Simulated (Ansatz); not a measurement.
**La3YO6: vibrational free energy, entropy and heat capacity**

Computed with DFT PBE, scalar-relativistic, plane waves, PAW in Ansatz. Cutoff 420 eV, 6×6×2 k-points (Γ-centred), fixed occupations. No spin polarisation. Phonons by linear response, acoustic sum rule imposed.

Relaxed structure:
```xyz
10
Lattice="3.8796 0.0000 0.0000 -1.9398 3.3598 0.0000 0.0000 0.0000 12.2270" Properties=species:S:1:pos:R:3 pbc="T T T"
La    1.9398    1.1199   10.6683
La    0.0000    2.2399    1.5616
La    0.0000    2.2399    7.4783
Y     1.9398    1.1199    4.5409
O     1.9398    1.1199    2.3078
O     1.9398    1.1199    8.2255
O     0.0000    2.2399    4.0702
O     0.0000    2.2399   10.0399
O     0.0000    0.0000    0.0928
O     0.0000    0.0000    6.0361
```

The structure comes from a generated guess, relaxed at this level; another structure or a mixture of phases may lie lower. The q mesh is coarse, so values between its points are rough.

Force constants from linear response on a 2×2×1 q mesh, interpolated to a fine mesh.

Phonon density of states, in bins of 10 cm⁻¹:
bin centre (cm⁻¹), share of modes (%) and a bar:
```
       -5        0.0
        5        0.0
       15        0.1
       25        0.2 #
       35        0.4 ##
       45        0.7 ####
       55        2.2 ############
       65        2.9 ###############
       75        2.8 ###############
       85        2.8 ###############
       95        3.1 #################
      105        4.4 ########################
      115        5.6 ##############################
      125        2.3 #############
      135        1.9 ##########
      145        1.3 #######
      155        0.8 ####
      165        2.3 ############
      175        1.1 ######
      185        3.5 ###################
      195        2.8 ###############
      205        3.2 #################
      215        3.7 ####################
      225        3.1 #################
      235        2.1 ###########
      245        2.3 ############
      255        2.6 ##############
      265        1.2 #######
      275        0.3 ##
      285        1.1 ######
      295        0.8 ####
      305        1.4 ########
      315        1.1 ######
      325        2.2 ############
      335        2.8 ###############
      345        2.6 ##############
      355        1.4 ########
      365        2.4 #############
      375        1.9 ##########
      385        1.1 ######
      395        2.1 ###########
      405        3.0 ################
      415        1.4 ########
      425        0.8 ####
      435        0.5 ###
      445        0.4 ##
      455        0.4 ##
      465        1.2 ######
      475        2.6 ##############
      485        2.1 ###########
      495        1.0 ######
      505        0.9 #####
      515        2.3 ############
      525        1.2 #######
      535        1.0 ######
      545        0.4 ##
      555        0.0
```

Task: Give the zero-point energy per atom.

Result: 47.3 meV.

Task: How large are the vibrational entropy and heat capacity at 300 K?

Result: S = 3.20 k_B and C_V = 2.59 k_B per atom, 86 % of the Dulong–Petit value.

Task: Tabulate them against temperature.

Result:
```csv
T (K),F_vib (meV/atom),S (k_B/atom),C_V (k_B/atom)
100,44.1,0.97,1.35
200,30.2,2.22,2.23
300,6.7,3.20,2.59
400,-24.3,3.97,2.75
500,-61.2,4.59,2.84
600,-103.1,5.11,2.88
700,-149.2,5.56,2.91
800,-198.8,5.95,2.93
900,-251.6,6.30,2.95
1000,-307.2,6.61,2.96
```
